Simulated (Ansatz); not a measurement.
## Moving spin-orbit coupling in CdTe

```
Te Cd
1.0
     0.00000    3.20500    3.20500
     3.20500    0.00000    3.20500
     3.20500    3.20500    0.00000
Te Cd
1 1
Direct
  0.75000 0.75000 0.75000
  0.00000 0.00000 0.00000
```

Kept alike: task band structure; functional PBEsol; k mesh 7 × 7 × 7; occupations fermi-dirac, width 0.05 eV. Program: Ansatz, Ansatz PAW, cutoff 420 eV. The mesh is that of the run's cell of 2 atoms.

| spin-orbit coupling | band gap (eV) |
| --- | --- |
| off | 0.757 |
| on | 0.483 |

Gaps are the smaller of the mesh's and the band path's. All rows use potentials made for PBE.

Question: What does spin-orbit coupling change here?

Answer: The band gap runs from 0.483 (on) to 0.757 eV (off). Spin-orbit coupling splits p and d bands at the edges, and the more so the heavier the atoms.
